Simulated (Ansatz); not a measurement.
# Si (P6/mmm), a vibration from a frozen displacement

All numbers below come from DFT PBE, scalar-relativistic, plane waves, PAW (Ansatz). Settings: plane waves to 420 eV, k-mesh 12×12×12 (Γ-centred), Gaussian smearing 0.15 eV. No spin polarisation. Energies are free energies at this smearing, counted from the undisturbed cell; pressure is positive in compression.

Reference structure (relaxed at this level; this form isn't the usual structure):

```
Si
1.0
     0.00000    0.00000    4.99382
     5.28423    0.00000    0.00000
    -2.64212    4.57628    0.00000
Si
8
Cartesian
  0.0000 0.0000 0.0000
  0.0000 0.0000 2.4969
  -1.3211 2.2881 0.0000
  -1.3211 2.2881 2.4969
  2.6421 0.0000 0.0000
  2.6421 0.0000 2.4969
  1.3211 2.2881 0.0000
  1.3211 2.2881 2.4969
```

Atom 1 (Si) is moved by x along the Cartesian unit vector (0.363, -0.629, -0.687); the cell and all other atoms stay fixed. The cell's volume is 120.76 Å³; the moved atoms weigh 28.085 u together and the others 196.595 u. Some rows repeat others by symmetry and weren't run.

```csv
x (Å),ΔE (meV/cell),total force on the moved atoms along the move (eV/Å),pressure (GPa)
-0.2000,91.23,0.9477,0.6062
-0.1667,62.62,0.7722,0.4315
-0.1333,39.65,0.6049,0.2875
-0.1000,22.16,0.4467,0.1755
-0.0667,9.82,0.2953,0.0955
0.0000,0.00,0.0000,0.0316
0.0667,9.82,-0.2953,0.0955
0.1000,22.16,-0.4467,0.1755
0.1333,39.65,-0.6049,0.2875
0.1667,62.62,-0.7722,0.4315
0.2000,91.23,-0.9477,0.6062
```

Q: What frequency belongs to this motion?

A: The force constant is k = −dF/dx = 4.427 eV/Å², from the parabola through x = -0.0667, 0 and 0.0667. In every cell the moved atoms swing against the rest, so the mass is μ = m₁m₂/(m₁ + m₂) = 24.574 u, and ν̃ = 521.5 cm⁻¹ × √(|k|/μ) = 221 cm⁻¹. The pattern needn't be a normal mode: ν̃² is then a weighted mean of the squared nonzero frequencies at the zone centre of this cell, so it lies between the lowest and the highest of them.

Q: How far does the harmonic law reach?

A: At x = -0.200 Å, kx²/2 = 88.54 meV against the computed 91.23 meV (+3.0 %): the well is still close to harmonic there.

Q: The pressure changes with x². What does that say about the frequency under compression?

A: With E = k(V)x²/2, k ∝ V^(−2γ) and x scaling with the cell as V^(1/3), P − P0 = −∂E/∂V = (2γ − 2/3) ΔE/V. At x = 0.1000 Å, V(P − P0) = 120.76 × 0.14396 / 160.2 eV = 108.51 meV and ΔE = 22.16 meV, so γ = 1/3 + V(P − P0)/(2ΔE) = 2.78. This is the Grüneisen parameter of the motion under uniform scaling of the cell: shrinking the cell evenly by 1 % in volume raises the frequency by about 2.78 %.

In a metal these slopes depend on the k mesh and the smearing.

Cost: 6 runs of about 4.3 core-minutes in all, on Intel Xeon 6975P-C (Granite Rapids) (shared hosts).

The displaced atom sits in a single well that stiffens slightly with amplitude. Inversion symmetry at its site removes the odd terms in the energy, and the remaining hardening probably reflects short-range repulsion, which rises steeply as the atom approaches its neighbours. The same repulsion would explain why the pressure grows with displacement and why the Grüneisen parameter, 2.78, is clearly positive. In diamond-type silicon, by contrast, the transverse acoustic modes near the zone boundary soften under compression, because the open tetrahedral network resists shear only weakly.

Simple hexagonal silicon has one atom in its primitive cell and therefore no optical branches. The 221 cm⁻¹ is thus an average over acoustic vibrations folded in from the zone boundary, and it isn't a counterpart of the Raman line of diamond-type silicon. The restoring force shows that this particular displacement is stable, but a soft or even imaginary mode could still be hidden in the average, so the dynamical stability of this high-pressure phase near zero pressure remains open.
